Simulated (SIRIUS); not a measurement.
# Ta (Im-3m) in SIRIUS: further runs

The runs below take Ta through equation of state, with WC.

All numbers are computed with SIRIUS 7.12.0; they aren't measurements. Logs are shortened: lines on timing, memory, paths and dates and some standing lists are left out, and cuts for length are marked. The log counts tension as positive stress, the text compression.

**Experimental background.**

From “Refinement of the equation of state of tantalum”, 2004, arxiv:cond-mat/0403080, for a bulk crystal of Ta: bulk modulus 194 GPa.

How close the calculation comes is told below.

## (1) The crystal as given

It takes space group Im-3m (No. 229, cubic). The conventional cell has a = 3.303 Å, b = 3.303 Å, c = 3.303 Å, α = 90.00°, β = 90.00°, γ = 90.00°. Ta (site symmetry m-3m) has 8 Ta at 2.86 Å as nearest neighbours.

## (2) Equation of state, WC, 16.93 Å³/atom (volume scaled by 0.94)

Input file sirius.json:

```json
{
  "control": {
    "processing_unit": "cpu",
    "std_evp_solver_name": "lapack",
    "gen_evp_solver_name": "lapack",
    "verbosity": 2,
    "print_forces": false,
    "ortho_rf": true,
    "use_second_variation": true,
    "rmt_max": 3.0,
    "num_bands_to_print": 22,
    "save_wf": true
  },
  "parameters": {
    "electronic_structure_method": "full_potential_lapwlo",
    "xc_functionals": ["XC_GGA_X_WC", "XC_GGA_C_PBE"],
    "core_relativity": "dirac",
    "valence_relativity": "iora",
    "num_fv_states": 22,
    "smearing": "fermi_dirac",
    "smearing_width": 0.0018374661,
    "pw_cutoff": 20,
    "gk_cutoff": 3.54,
    "lmax_apw": 11,
    "lmax_rho": 8,
    "lmax_pot": 8,
    "num_mag_dims": 0,
    "auto_rmt": 0,
    "ngridk": [11, 11, 11],
    "shiftk": [0, 0, 0],
    "num_dft_iter": 80,
    "energy_tol": 1e-07,
    "density_tol": 1e-05,
    "use_symmetry": true
  },
  "settings": {"tol_ne": 1e-10},
  "iterative_solver": {"type": "exact"},
  "mixer": {"type": "anderson", "beta": 0.5, "max_history": 8},
  "unit_cell": {
    "lattice_vectors": [
      [-3.0567660819, 3.0567660819, 3.0567660819],
      [3.0567660819, -3.0567660819, 3.0567660819],
      [3.0567660819, 3.0567660819, -3.0567660819]
    ],
    "atom_types": ["Ta"],
    "atom_files": {"Ta": "Ta.json"},
    "atoms": {"Ta": [[0.0, 0.0, 0.0]]}
  }
}
```

Input file Ta.json:

```json
{
  "name": "tantalum",
  "symbol": "Ta",
  "number": 73,
  "mass": 180.94788,
  "rmin": 1e-06,
  "rmt": 2.6,
  "nrmt": 800,
  "rinf": 15.8,
  "core": "1s2s2p3s3p3d4s4p4d",
  "valence": [
    {"basis": [{"enu": 0.23, "dme": 0, "n": 0, "auto": 0}, {"enu": 0.23, "dme": 1, "n": 0, "auto": 0}]},
    {"l": 0, "n": 1, "basis": [{"enu": 0.33, "dme": 0, "n": 0, "auto": 0}]},
    {"l": 1, "n": 2, "basis": [{"enu": 0.33, "dme": 0, "n": 0, "auto": 0}]},
    {"l": 2, "n": 3, "basis": [{"enu": 0.33, "dme": 0, "n": 0, "auto": 0}]},
    {"l": 3, "n": 4, "basis": [{"enu": 0.33, "dme": 0, "n": 0, "auto": 0}]},
    {"l": 4, "n": 5, "basis": [{"enu": 0.33, "dme": 0, "n": 0, "auto": 0}]}
  ],
  "lo": [
    {"l": 0, "basis": [{"enu": 0.33, "dme": 0, "n": 0, "auto": 0}, {"enu": 0.33, "dme": 1, "n": 0, "auto": 0}]},
    {
      "l": 0,
      "basis": [{"enu": -2.2072, "dme": 0, "n": 5, "auto": 1}, {"enu": -2.2072, "dme": 1, "n": 5, "auto": 1}]
    },
    {
      "l": 0,
      "basis": [{"enu": -2.2072, "dme": 1, "n": 5, "auto": 1}, {"enu": 0.33, "dme": 0, "n": 0, "auto": 0}]
    },
    {"l": 0, "basis": [{"enu": 0.33, "dme": 0, "n": 0, "auto": 0}, {"enu": 2.6969, "dme": 0, "n": 0, "auto": 0}]},
    {"l": 1, "basis": [{"enu": 0.33, "dme": 0, "n": 0, "auto": 0}, {"enu": 0.33, "dme": 1, "n": 0, "auto": 0}]},
    {
      "l": 1,
      "basis": [{"enu": -0.9803, "dme": 0, "n": 5, "auto": 1}, {"enu": -0.9803, "dme": 1, "n": 5, "auto": 1}]
    },
    {
      "l": 1,
      "basis": [{"enu": -0.9803, "dme": 1, "n": 5, "auto": 1}, {"enu": 0.33, "dme": 0, "n": 0, "auto": 0}]
    },
    {"l": 1, "basis": [{"enu": 0.33, "dme": 0, "n": 0, "auto": 0}, {"enu": 3.0519, "dme": 0, "n": 0, "auto": 0}]},
    {"l": 2, "basis": [{"enu": 0.33, "dme": 0, "n": 0, "auto": 0}, {"enu": 0.33, "dme": 1, "n": 0, "auto": 0}]},
    {"l": 2, "basis": [{"enu": 0.33, "dme": 1, "n": 0, "auto": 0}, {"enu": 0.33, "dme": 2, "n": 0, "auto": 0}]},
    {"l": 2, "basis": [{"enu": 0.33, "dme": 0, "n": 0, "auto": 0}, {"enu": 2.6377, "dme": 0, "n": 0, "auto": 0}]},
    {"l": 3, "basis": [{"enu": 0.33, "dme": 0, "n": 0, "auto": 0}, {"enu": 0.33, "dme": 1, "n": 0, "auto": 0}]},
    {
      "l": 3,
      "basis": [{"enu": -0.4547, "dme": 0, "n": 4, "auto": 1}, {"enu": -0.4547, "dme": 1, "n": 4, "auto": 1}]
    },
    {
      "l": 3,
      "basis": [{"enu": -0.4547, "dme": 1, "n": 4, "auto": 1}, {"enu": 0.33, "dme": 0, "n": 0, "auto": 0}]
    },
    {"l": 3, "basis": [{"enu": 0.33, "dme": 0, "n": 0, "auto": 0}, {"enu": 3.762, "dme": 0, "n": 0, "auto": 0}]},
    {"l": 4, "basis": [{"enu": 0.33, "dme": 0, "n": 0, "auto": 0}, {"enu": 0.33, "dme": 1, "n": 0, "auto": 0}]},
    {"l": 4, "basis": [{"enu": 0.33, "dme": 0, "n": 0, "auto": 0}, {"enu": 3.1702, "dme": 0, "n": 0, "auto": 0}]}
  ],
  "free_atom": [... radial grid and density of the free atom, the start of the SCF ...]
}
```

Input file sirius_start.json:

```json
{
  "control": {
    "processing_unit": "cpu",
    "std_evp_solver_name": "lapack",
    "gen_evp_solver_name": "lapack",
    "verbosity": 1,
    "print_forces": false,
    "ortho_rf": true,
    "use_second_variation": true,
    "rmt_max": 3.0,
    "num_bands_to_print": 22,
    "save_wf": false
  },
  "parameters": {
    "electronic_structure_method": "full_potential_lapwlo",
    "xc_functionals": ["XC_LDA_X", "XC_LDA_C_PW"],
    "core_relativity": "dirac",
    "valence_relativity": "iora",
    "num_fv_states": 22,
    "smearing": "fermi_dirac",
    "smearing_width": 0.0055123983,
    "pw_cutoff": 20,
    "gk_cutoff": 2.83,
    "lmax_apw": 11,
    "lmax_rho": 8,
    "lmax_pot": 8,
    "num_mag_dims": 0,
    "auto_rmt": 0,
    "ngridk": [4, 4, 4],
    "shiftk": [0, 0, 0],
    "num_dft_iter": 30,
    "energy_tol": 0.01,
    "density_tol": 0.05,
    "use_symmetry": true
  },
  "settings": {"tol_ne": 1e-10},
  "iterative_solver": {"type": "exact"},
  "mixer": {"type": "anderson", "beta": 0.5, "max_history": 8},
  "unit_cell": {
    "lattice_vectors": [
      [-3.0567660819, 3.0567660819, 3.0567660819],
      [3.0567660819, -3.0567660819, 3.0567660819],
      [3.0567660819, 3.0567660819, -3.0567660819]
    ],
    "atom_types": ["Ta"],
    "atom_files": {"Ta": "Ta.json"},
    "atoms": {"Ta": [[0.0, 0.0, 0.0]]}
  }
}
```

Potentials or basis: all-electron FP-LAPW, apw+lo standard.

Launch:

```
$ OMP_NUM_THREADS=1 sirius.scf --input=sirius_start.json --output=start.json
$ OMP_NUM_THREADS=1 sirius.scf --input=sirius.json --output=output.json --task=1
```

What it wrote:

```text
[info] SIRIUS version : 7.12.0
[info] number of MPI ranks           : 1
[info] MPI grid                      : 1 1
[info] maximum number of OMP threads : 1
[fft] FFT context for density and potential
[fft] =====================================
[fft]   plane wave cutoff                     : 20
[fft]   grid size                             : 36 36 36   total : 46656
[fft]   grid limits                           : -17 18   -17 18   -17 18
[fft]   number of G-vectors within the cutoff : 15587
[fft]   number of G-shells                    : 423
[fft] FFT context for coarse grid
[fft] =====================================
[fft]   plane wave cutoff                     : 7.08
[fft]   grid size                             : 15 15 15   total : 3375
[fft]   grid limits                           : -7 7   -7 7   -7 7
[fft]   number of G-vectors within the cutoff : 675
[fft]   number of G-shells                    : 28
[unit cell] lattice vectors
[unit cell]   a1 :      -3.0567660819      3.0567660819      3.0567660819
[unit cell]   a2 :       3.0567660819     -3.0567660819      3.0567660819
[unit cell]   a3 :       3.0567660819      3.0567660819     -3.0567660819
[unit cell] reciprocal lattice vectors
[unit cell]   b1 :      -0.0000000000      1.0277504295      1.0277504295
[unit cell]   b2 :       1.0277504295     -0.0000000000      1.0277504295
[unit cell]   b3 :       1.0277504295      1.0277504295     -0.0000000000
[unit cell] unit cell volume :       114.24747450 [a.u.^3]
[unit cell] 1/sqrt(omega)    :         0.09355709
[unit cell] MT volume        :        73.62217664 (64.44%)
[unit cell] IT volume        :        40.62529787 (35.56%)
[unit cell] number of atom types : 1
[unit cell] type id : 0 symbol : Ta mt_radius :   2.600000 num_atoms : 1
[unit cell] total number of atoms : 1
[unit cell] number of symmetry classes : 1
[unit cell] atom id  type id  class id             position                      vector_field
[unit cell] ------------------------------------------------------------------------------------------
[unit cell]      0        0        0      0.00000   0.00000   0.00000      0.00000   0.00000   0.00000
[unit cell] atom id         position (Cartesian, a.u.)
[unit cell] ---------------------------------------------
[unit cell]      0       0.000000    0.000000    0.000000
[unit cell] class id : 0 atom id : 0
[... 314 lines left out ...]
[generate_radial_functions] {l: 3, n: 4, enu: -0.249777, dme: 1, auto: 1}
[generate_radial_functions] {l: 3, n: 4, enu: -0.249777, dme: 1, auto: 1}
[diagonalize] Lowest band energies
[diagonalize] ik:    0   -2.026464   -0.770288   -0.770288   -0.770288   -0.251671   -0.251671   -0.251671   -0.249177   -0.249177   -0.249177   -0.247116    0.134886    0.459169    0.459169    0.459169    0.587664    0.587664    0.980320    0.980320    0.980320    1.425171    1.425171
[diagonalize] ik:    1   -2.026023   -0.774909   -0.771691   -0.770321   -0.251598   -0.251509   -0.251493   -0.249345   -0.249239   -0.249227   -0.247350    0.149377    0.449836    0.456070    0.473592    0.573498    0.587717    0.993172    1.004970    1.018423    1.325831    1.369998
[diagonalize] ik:    2   -2.024837   -0.786908   -0.775404   -0.770412   -0.251430   -0.251068   -0.251019   -0.249748   -0.249480   -0.249328   -0.247820    0.188095    0.427344    0.441533    0.515636    0.559818    0.589892    1.013292    1.073086    1.087053    1.235785    1.286513
[diagonalize] ik:    3   -2.023273   -0.801865   -0.780178   -0.770535   -0.251298   -0.250655   -0.250482   -0.249988   -0.249967   -0.249368   -0.248170    0.234324    0.401996    0.427442    0.568687    0.581201    0.597596    0.984754    1.057660    1.173055    1.244918    1.317419
[diagonalize] ik:    4   -2.021827   -0.814954   -0.784478   -0.770654   -0.251286   -0.250968   -0.250582   -0.249937   -0.249451   -0.249309   -0.248312    0.259685    0.381609    0.449146    0.584426    0.610980    0.661294    0.923441    0.970386    1.189868    1.293036    1.331634
[diagonalize] ...
[diagonalize] ik:   51   -2.018056   -0.811114   -0.804538   -0.793784   -0.251551   -0.250852   -0.250698   -0.250322   -0.249131   -0.248951   -0.248648    0.314572    0.325069    0.487269    0.587649    0.674023    0.812115    0.837543    0.913405    1.197054    1.244550    1.288939
[diagonalize] ik:   52   -2.018213   -0.806559   -0.800549   -0.800549   -0.251380   -0.250926   -0.250450   -0.250450   -0.249191   -0.248903   -0.248903    0.313924    0.319598    0.560907    0.560907    0.642715    0.654893    0.982278    0.982278    1.099961    1.291292    1.324101
[diagonalize] ik:   53   -2.017542   -0.809370   -0.803385   -0.801252   -0.251733   -0.250835   -0.250622   -0.250524   -0.248932   -0.248707   -0.248662    0.299143    0.306202    0.580291    0.580694    0.695488    0.733265    0.872587    0.901719    1.145154    1.280066    1.301529
[diagonalize] ik:   54   -2.017220   -0.807599   -0.807599   -0.801728   -0.251901   -0.250718   -0.250718   -0.250612   -0.248719   -0.248719   -0.248541    0.294082    0.294082    0.579466    0.666141    0.666141    0.818936    0.818936    0.825838    1.129542    1.299470    1.299470
[diagonalize] ik:   55   -2.016908   -0.807104   -0.806275   -0.806275   -0.252055   -0.250753   -0.250681   -0.250681   -0.248589   -0.248549   -0.248549    0.283379    0.285467    0.662933    0.662933    0.695203    0.749283    0.819886    0.819886    1.076292    1.315667    1.324008
[generate_core_charge_density] atom class : 0
[generate_core_charge_density]   n,l,k : 1 0 1  energy :       -2471.66835172
[generate_core_charge_density]   n,l,k : 2 0 1  energy :        -423.83900336
[generate_core_charge_density]   n,l,k : 2 1 1  energy :        -405.04842772
[generate_core_charge_density]   n,l,k : 2 1 2  energy :        -358.35749559
[generate_core_charge_density]   n,l,k : 3 0 1  energy :         -96.58016729
[generate_core_charge_density]   n,l,k : 3 1 1  energy :         -88.22837791
[generate_core_charge_density]   n,l,k : 3 1 2  energy :         -78.17699881
[generate_core_charge_density]   n,l,k : 3 2 2  energy :         -64.07004689
[generate_core_charge_density]   n,l,k : 3 2 3  energy :         -61.88080117
[generate_core_charge_density]   n,l,k : 4 0 1  energy :         -19.16274827
[generate_core_charge_density]   n,l,k : 4 1 1  energy :         -15.72007686
[generate_core_charge_density]   n,l,k : 4 1 2  energy :         -13.40365077
[generate_core_charge_density]   n,l,k : 4 2 2  energy :          -7.74631792
[generate_core_charge_density]   n,l,k : 4 2 3  energy :          -7.32084402
[find] Total energy                   :  -15625.01916250 (Ha),  -31250.03832501 (Ry)
[find] iteration : 1, RMS (target) : 2.1489e-01 (1.0000e-05) , energy difference (target) : 7.9288e-05 (1.0000e-07)
[find] Total energy                   :  -15625.01917035 (Ha),  -31250.03834070 (Ry)
[... 17 lines left out ...]
[find] valence_eval_sum               :     -10.20034057
[find] core_eval_sum                  :   -9542.02119683
[find] kinetic energy                 :   17540.34104636
[find] enuc                           :  -19510.18708345
[find] <rho|V^{XC}>                   :    -415.33739513
[find] <rho|E^{XC}>                   :    -316.56052161
[find] <mag|B^{XC}>                   :       0.00000000
[find] <rho|V^{H}>                    :  -26677.22518863
[find] smearing (-TS)                 :      -0.00023844
[find] SCF correction                 :      -0.00000747
[find] Total energy                   :  -15625.01916048 (Ha),  -31250.03832096 (Ry)
[find] Free energy (E-TS)             :  -15625.01939892 (Ha),  -31250.03879784 (Ry)
[find] band gap (eV)                  :       0.00000000
[find] Efermi                         :       0.44690576
[find] iteration : 6, RMS (target) : 1.1210e-06 (1.0000e-05) , energy difference (target) : -6.8865e-08 (1.0000e-07)
[find] converged after 7 SCF iterations!
[find] Charges and magnetic moments
[find] --------------------------------------------------------------------------------
[find] atom      charge    core leakage
[find] --------------------------------------------------------------------------------
[find]    0   71.381960    8.380913e-07
[find] total core leakage    : 8.38091311e-07
[find] interstitial charge   : 1.618036
[find] total charge          : 72.999996
[find] Energy
[find] --------------------------------------------------------------------------------
[find] valence_eval_sum               :     -10.20034057
[find] core_eval_sum                  :   -9542.02119683
[find] kinetic energy                 :   17540.34104636
[find] enuc                           :  -19510.18708345
[find] <rho|V^{XC}>                   :    -415.33739513
[find] <rho|E^{XC}>                   :    -316.56052161
[find] <mag|B^{XC}>                   :       0.00000000
[find] <rho|V^{H}>                    :  -26677.22518863
[find] smearing (-TS)                 :      -0.00023844
[find] SCF correction                 :      -0.00000747
[find] Total energy                   :  -15625.01916048 (Ha),  -31250.03832096 (Ry)
[find] Free energy (E-TS)             :  -15625.01939892 (Ha),  -31250.03879784 (Ry)
[find] band gap (eV)                  :       0.00000000
[find] Efermi                         :       0.44690576
```

It took 40 s on 1 thread of Arm Neoverse V1, shared host; peak memory 0.33 GiB.

Results:

```
Free energy                                       : -425178.4380 eV
Band gap on the k mesh                            : none (metal or under the smearing width)
All electrons inside the program's atomic spheres : Ta 71.38 (radii Ta 2.6 bohr)
```

## (3) Equation of state, WC, 17.29 Å³/atom (volume scaled by 0.96)

sirius.json, as its differences from that of step 2:

```diff
@@ -40,5 +40,5 @@
     "lattice_vectors": [
-      [-3.0567660819, 3.0567660819, 3.0567660819],
-      [3.0567660819, -3.0567660819, 3.0567660819],
-      [3.0567660819, 3.0567660819, -3.0567660819]
+      [-3.0782933128, 3.0782933128, 3.0782933128],
+      [3.0782933128, -3.0782933128, 3.0782933128],
+      [3.0782933128, 3.0782933128, -3.0782933128]
     ],
```

Input file Ta.json:

```json
{
  "name": "tantalum",
  "symbol": "Ta",
  "number": 73,
  "mass": 180.94788,
  "rmin": 1e-06,
  "rmt": 2.6,
  "nrmt": 800,
  "rinf": 15.8,
  "core": "1s2s2p3s3p3d4s4p4d",
  "valence": [
    {"basis": [{"enu": 0.22, "dme": 0, "n": 0, "auto": 0}, {"enu": 0.22, "dme": 1, "n": 0, "auto": 0}]},
    {"l": 0, "n": 1, "basis": [{"enu": 0.32, "dme": 0, "n": 0, "auto": 0}]},
    {"l": 1, "n": 2, "basis": [{"enu": 0.32, "dme": 0, "n": 0, "auto": 0}]},
    {"l": 2, "n": 3, "basis": [{"enu": 0.32, "dme": 0, "n": 0, "auto": 0}]},
    {"l": 3, "n": 4, "basis": [{"enu": 0.32, "dme": 0, "n": 0, "auto": 0}]},
    {"l": 4, "n": 5, "basis": [{"enu": 0.32, "dme": 0, "n": 0, "auto": 0}]}
  ],
  "lo": [
    {"l": 0, "basis": [{"enu": 0.32, "dme": 0, "n": 0, "auto": 0}, {"enu": 0.32, "dme": 1, "n": 0, "auto": 0}]},
    {
      "l": 0,
      "basis": [{"enu": -2.2172, "dme": 0, "n": 5, "auto": 1}, {"enu": -2.2172, "dme": 1, "n": 5, "auto": 1}]
    },
    {
      "l": 0,
      "basis": [{"enu": -2.2172, "dme": 1, "n": 5, "auto": 1}, {"enu": 0.32, "dme": 0, "n": 0, "auto": 0}]
    },
    {"l": 0, "basis": [{"enu": 0.32, "dme": 0, "n": 0, "auto": 0}, {"enu": 2.6869, "dme": 0, "n": 0, "auto": 0}]},
    {"l": 1, "basis": [{"enu": 0.32, "dme": 0, "n": 0, "auto": 0}, {"enu": 0.32, "dme": 1, "n": 0, "auto": 0}]},
    {
      "l": 1,
      "basis": [{"enu": -0.9903, "dme": 0, "n": 5, "auto": 1}, {"enu": -0.9903, "dme": 1, "n": 5, "auto": 1}]
    },
    {
      "l": 1,
      "basis": [{"enu": -0.9903, "dme": 1, "n": 5, "auto": 1}, {"enu": 0.32, "dme": 0, "n": 0, "auto": 0}]
    },
    {"l": 1, "basis": [{"enu": 0.32, "dme": 0, "n": 0, "auto": 0}, {"enu": 3.0419, "dme": 0, "n": 0, "auto": 0}]},
    {"l": 2, "basis": [{"enu": 0.32, "dme": 0, "n": 0, "auto": 0}, {"enu": 0.32, "dme": 1, "n": 0, "auto": 0}]},
    {"l": 2, "basis": [{"enu": 0.32, "dme": 1, "n": 0, "auto": 0}, {"enu": 0.32, "dme": 2, "n": 0, "auto": 0}]},
    {"l": 2, "basis": [{"enu": 0.32, "dme": 0, "n": 0, "auto": 0}, {"enu": 2.6277, "dme": 0, "n": 0, "auto": 0}]},
    {"l": 3, "basis": [{"enu": 0.32, "dme": 0, "n": 0, "auto": 0}, {"enu": 0.32, "dme": 1, "n": 0, "auto": 0}]},
    {
      "l": 3,
      "basis": [{"enu": -0.4647, "dme": 0, "n": 4, "auto": 1}, {"enu": -0.4647, "dme": 1, "n": 4, "auto": 1}]
    },
    {
      "l": 3,
      "basis": [{"enu": -0.4647, "dme": 1, "n": 4, "auto": 1}, {"enu": 0.32, "dme": 0, "n": 0, "auto": 0}]
    },
    {"l": 3, "basis": [{"enu": 0.32, "dme": 0, "n": 0, "auto": 0}, {"enu": 3.752, "dme": 0, "n": 0, "auto": 0}]},
    {"l": 4, "basis": [{"enu": 0.32, "dme": 0, "n": 0, "auto": 0}, {"enu": 0.32, "dme": 1, "n": 0, "auto": 0}]},
    {"l": 4, "basis": [{"enu": 0.32, "dme": 0, "n": 0, "auto": 0}, {"enu": 3.1602, "dme": 0, "n": 0, "auto": 0}]}
  ],
  "free_atom": [... radial grid and density of the free atom, the start of the SCF ...]
}
```

sirius_start.json, as its differences from that of step 2:

```diff
@@ -40,5 +40,5 @@
     "lattice_vectors": [
-      [-3.0567660819, 3.0567660819, 3.0567660819],
-      [3.0567660819, -3.0567660819, 3.0567660819],
-      [3.0567660819, 3.0567660819, -3.0567660819]
+      [-3.0782933128, 3.0782933128, 3.0782933128],
+      [3.0782933128, -3.0782933128, 3.0782933128],
+      [3.0782933128, 3.0782933128, -3.0782933128]
     ],
```

Potentials or basis: all-electron FP-LAPW, apw+lo standard.

Launch:

```
$ OMP_NUM_THREADS=1 sirius.scf --input=sirius_start.json --output=start.json
$ OMP_NUM_THREADS=1 sirius.scf --input=sirius.json --output=output.json --task=1
```

It took 41 s on 1 thread of Arm Neoverse V1, shared host; peak memory 0.34 GiB.

The run converged. Its results:

| Quantity | Value |
| --- | --- |
| Free energy | -425178.4552 eV |
| Band gap on the k mesh | none (metal or under the smearing width) |
| All electrons inside the program's atomic spheres | Ta 71.33 (radii Ta 2.6 bohr) |

[end of part 1 of 3]
